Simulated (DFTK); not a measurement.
**Nb in DFTK: convergence with smearing width**

Crystal: Nb.

```
Nb
1.0
    -1.45459    1.60092    1.62730
     1.61901   -1.98183    2.17263
     1.21830    1.74554   -2.00821
Nb
1
Direct
  0.00000 0.00000 0.00000
```

This isn't the form of Nb at room conditions, which is bcc.

| Property | Result |
| --- | --- |
| Program | DFTK 0.8.2 |
| Task | convergence study |
| Functional | PBEsol |
| Potentials or basis | cp2k.nc.sr.pbe.v0_1.semicore.gth (PBE, GTH) |
| Cutoff | 1252 eV |
| k mesh | 5 × 5 × 6 |
| Occupations | fermi-dirac, width 0.5 eV |
| Spin | no spin polarisation |

These are the settings of the first run; the series varies smearing width, with any setting tied to it.

Hardware: 1 thread of Intel(R) Xeon(R) Platinum 8488C (Sapphire Rapids), on a shared host.

Question: The values tried are 0.5 eV, 0.3 eV, 0.2 eV, 0.1 eV, 0.05 eV, 0.025 eV, 0.01 eV, loosest first. From which on does the pressure stay within 0.1 GPa of the tightest run that finished?

Answer: From 0.025 eV on.

```tsv
smearing width	energy less the tightest run, at zero smearing (meV/atom)	pressure (GPa)	SCF cycles
0.5 eV	-0.11	9.48	12
0.3 eV	-6.26	6.74	13
0.2 eV	-3.31	5.94	12
0.1 eV	-0.11	5.48	12
0.05 eV	0.25	5.33	12
0.025 eV	0.12	5.25	12
0.01 eV	0.00	5.23	13
```

Against the tightest run, the energy stays within 1 meV/atom from 0.1 eV on. Narrower smearing needs a denser k mesh, so at a fixed mesh the narrowest width isn't the most accurate. The tightest run that finished is the yardstick and may itself not be fully converged.

Caveat, for the tightest run too: the k mesh is coarse (spacing up to 0.56 Å⁻¹), so the values aren't converged; GTH potentials come without recommended cutoffs, and this one wasn't checked for convergence; the potentials were made for another functional, which shifts forces and pressure.
